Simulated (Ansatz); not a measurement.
Crystal: Ga.

```xyz
1
Lattice="2.7165 0.0000 0.0000 0.0000 2.7165 0.0000 0.0000 0.0000 2.7165" Properties=species:S:1:pos:R:3 pbc="T T T"
Ga    0.0000    0.0000    0.0000
```

The cell was built by a generator and needn't be a form met in nature.

Program: Ansatz 0.2.0. Alike in all runs: potentials or basis Ansatz PAW; no spin polarisation; cell as given; k mesh 10 × 10 × 10.

Question: Order these runs on this cell by their pressure, lowest first.
A. level LDA; cutoff (eV) 420; smearing fermi-dirac 0.05 eV; points for each segment of the path 14
B. level PBE; cutoff (eV) 420; smearing gaussian 0.019 eV
C. level BLYP; cutoff (eV) 420; smearing fermi-dirac 0.05 eV; points for each segment of the path 14
D. level r2SCAN; cutoff (eV) 500; smearing fermi-dirac 0.05 eV; points for each segment of the path 14

Answer: A (-4.7 GPa), D (-2.7 GPa), B (0.6 GPa), C (5.0 GPa).

Caveats: the PAW data sets come from PBE, with cores solved anew for the run's functional, which leaves a small shift of forces and pressure (some runs); the potentials were made for another functional, which shifts forces and pressure (some runs).

Not every run made on this cell is shown here.
